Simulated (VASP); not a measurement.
Input of a VASP 6.6.1 run:

The input POSCAR:

```
Ge
1.0
    0.0000000000      2.8290000000      2.8290000000
    2.8290000000      0.0000000000      2.8290000000
    2.8290000000      2.8290000000      0.0000000000
Ge
2
Direct
    0.0000000000      0.0000000000      0.0000000000
    0.2500000000      0.2500000000      0.2500000000
```

INCAR.step1

```
SYSTEM = Ge
  PREC = Accurate
  ENCUT = 600
  EDIFF = 1E-8
  ISMEAR = -1
  SIGMA = 0.03
  LREAL = .False.
  LASPH = .True.
  NELM = 60
  ALGO = Normal
  ISIF = 3
  LWAVE = .False.
  LCHARG = .False.
  METAGGA = R2SCAN
  LMIXTAU = .True.
  NELECT = 27.95155
  IBRION = 2
  NSW = 40
  EDIFFG = -0.002
```

The input INCAR.step2:

```
SYSTEM = Ge
  PREC = Accurate
  ENCUT = 600
  EDIFF = 1E-8
  ISMEAR = -1
  SIGMA = 0.03
  LREAL = .False.
  LASPH = .True.
  NELM = 60
  ALGO = Normal
  ISIF = 2
  LWAVE = .False.
  LCHARG = .False.
  METAGGA = R2SCAN
  LMIXTAU = .True.
  NELECT = 27.95155
  IBRION = 6
  NFREE = 2
  POTIM = 0.015
  NSW = 1
```

KPOINTS

```
regular mesh
0
Gamma
  14 14 14
  0 0 0
```

Potentials or basis: VASP PAW PBE potentials, release 64 (Ge_d).

The run is started by

```sh
$ cat potpaw_PBE.64/Ge_d/POTCAR > POTCAR
$ cp INCAR.step1 INCAR
$ mpirun -np 1 vasp_std > vasp.out
$ cp CONTCAR POSCAR
$ cp INCAR.step2 INCAR
$ mpirun -np 1 vasp_std > vasp.out
```

Question: Predict the highest phonon frequency at Γ.

Answer: 278 cm⁻¹.

Question: Estimate the relaxed cell.

Answer: a = 3.985 Å, b = 3.985 Å, c = 3.985 Å, α = 60.00°, β = 60.00°, γ = 60.00°.

Question: Predict the space group after relaxing (to 0.05 Å).

Answer: Fd-3m (No. 227).

Question: What does it give for the relaxed volume?

Answer: 22.38 Å³/atom.

Step by step:
```tsv
step	energy change (eV)	largest force (eV/Å)	pressure (GPa)	volume (Å³)
1	0.0000	0.0000	-0.86	45.28
2	-0.0012	0.0000	0.44	44.49
3	-0.0015	0.0000	0.02	44.74
4	-0.0015	0.0000	0.00	44.75
```

Caveat: the cell is charged against a uniform background, so pressure and absolute levels hang on convention; the PAW data sets were made with another functional, which shifts forces and pressure a little.
